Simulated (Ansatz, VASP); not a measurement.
## Two plane-wave programs on PbF2

```
Pb F
1.0
     0.00000    2.98099    2.98099
     2.96985    0.01114    2.96985
     2.96985    2.96985    0.01114
Pb F
1 2
Direct
  0.00000 0.00000 0.00000
  0.25000 0.25000 0.25000
  0.75000 0.75000 0.75000
```

Change from the starting cell: strain +0.0075 x Voigt [0, 0, 0, 1, 0, 0], atoms carried along.

Alike in both runs: task single point; functional PBE; k mesh 8 × 8 × 8; occupations gaussian, width 0.05 eV; no spin polarisation.

|  | VASP | Ansatz |
| --- | --- | --- |
| version | VASP 6.6.1 | Ansatz 0.2.0 |
| potentials or method | VASP PAW PBE potentials, release 64 (Pb_d, F) | scalar-relativistic, plane waves, PAW |
| plane-wave cutoff (eV) | 520 | 420 |
| valence electrons in the cell | 28 | 28 |

Ansatz gave:

- gap on the k mesh at the Fermi level (eV): 4.42
- least direct gap on the mesh (eV): 4.56
- pressure (GPa): 2.2
- largest component of the traceless stress (GPa): 0.24
- rms of the force components (eV/Å): 0.010

Question: Estimate VASP's values.

Answer: gap on the k mesh at the Fermi level (eV): 4.42; least direct gap on the mesh (eV): 4.56; pressure (GPa): 2.0; largest component of the traceless stress (GPa): 0.24; rms of the force components (eV/Å): 0.010.

Atom by atom the forces differ by 0.000 eV/Å (rms over components). The functional is the same, so the differences come from potentials, cutoffs and numerics.

Caveats: spin-orbit coupling is left out, which as a rule narrows the gap of such compounds by several tenths of an eV. A k mesh can miss the band edges.
